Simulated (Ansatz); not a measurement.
Results of r²SCAN-D4 in Ansatz (PAW) for cubic perovskite LaAlO3 (cubic high-temperature phase).

Settings: plane-wave cutoff 560 eV, 10×10×10 k mesh, Fermi–Dirac smearing 0.01 eV, scalar-relativistic PAW data made under PBE.

Response to compression and expansion:

```
V (Å³/atom)  P (GPa)  direct gap at Γ (eV)  smallest gap on the k mesh (eV)
-----------  -------  --------------------  -------------------------------
10.136         15.18                 4.198                            4.167
10.352          9.59                 4.182                            4.122
10.567          4.55                 4.164                            4.077
10.783          0.01                 4.144                            4.034
10.999         -4.08                 4.123                            3.991
11.214         -7.77                 4.101                            3.949
11.430        -11.09                 4.078                            3.908
```

The fundamental gap (4.03 eV at the equilibrium volume, with added k points) lies elsewhere than Γ–Γ.

Note: the relaxation could not lower the start's symmetry, so the cell can be a saddle point above a distorted one.

Spin–orbit coupling is not included.

Ansatz is an electronic-structure program.
